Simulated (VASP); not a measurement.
BeSe, 2 atoms in the cell. The structure is cubic, space group F-43m (No. 216). The conventional cell has a = 5.162 Å, b = 5.162 Å, c = 5.162 Å, α = 90.00°, β = 90.00°, γ = 90.00°. Be (site symmetry -43m) is surrounded by 4 Se at 2.24 Å. Se (site symmetry -43m) has 4 Be at 2.24 Å as nearest neighbours. 

- Program: VASP 6.6.1
- Task: single point
- Functional: r2SCAN
- Potentials or basis: VASP PAW PBE potentials, release 64 (Be, Se)
- Cutoff: 520 eV
- k mesh: 8 × 8 × 8
- Occupations: gaussian, width 0.02 eV
- Spin: no spin polarisation
- Dipole correction: no
- Further INCAR settings: ALGO = Normal; EDIFF = 1e-06

Potentials or basis: VASP PAW PBE potentials, release 64 (Be, Se).

The run is started by

```console
$ cat potpaw_PBE.64/Be/POTCAR potpaw_PBE.64/Se/POTCAR > POTCAR
$ cp INCAR.step1 INCAR
$ mpirun -np 1 vasp_std > vasp.out
$ cp INCAR.step2 INCAR
$ mpirun -np 1 vasp_std > vasp.out
```

Hardware: 1 thread of Intel(R) Xeon(R) Platinum 8488C (Sapphire Rapids) (shared host).

Problem. Estimate the wall time of this run.

Solution. Run time: 28 s on 1 thread of Intel(R) Xeon(R) Platinum 8488C (Sapphire Rapids), on a shared host, peak memory 0.16 GiB. Counts: scf iterations 11, k points 29.
